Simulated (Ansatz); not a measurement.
Write the native input for Ansatz 0.2.0 that does the following.

- Task: single point
- Functional: PBE
- Potentials or basis: all-electron LAPW, scalar-relativistic
- Cutoff: 295 eV (chosen from the basis error)
- Basis error allowed: 0.001 eV/atom
- k mesh: 13 × 13 × 13
- Occupations: gaussian, width 0.017 eV
- Spin: no spin polarisation

The system is Cu.

```
Cu
1.0
     0.00000    1.80750    1.80750
     1.80750    0.00000    1.80750
     1.80750    1.80750    0.00000
Cu
1
Direct
  0.00000 0.00000 0.00000
```

These files were run (other wordings do the same):

input.yaml

```yaml
crystal:
  lattice:
    - [0.0, 1.8075, 1.8075]
    - [1.8075, 0.0, 1.8075]
    - [1.8075, 1.8075, 0.0]
  atoms:
    - { symbol: Cu, position: [0.0, 0.0, 0.0] }
kpoints:
  mp_grid: { grid: [13, 13, 13] }
scf:
  occupations: { method: gaussian, width: 0.017 }
hamiltonian:
  xc: pbe
  pseudopotentials: { kind: all_electron, lapw: { basis_error: 0.001 } }
output:
  forces: true
  stress: true
  eigenvalues: true
```

Potentials or basis: all-electron LAPW, scalar-relativistic.

Run with:

```sh
$ ansatz run input.yaml --threads 1 --pin off --max-ram 3072MiB --backend cpu --events-out ev --progress --plain --runs-dir out
```

Results of the run:

The pressure is 1.7 GPa and the band gap on the k mesh is none (metal or under the smearing width).

Wall time 6.7 s on 1 thread of Arm Neoverse V1, with other jobs on the host, peak memory 0.26 GiB.
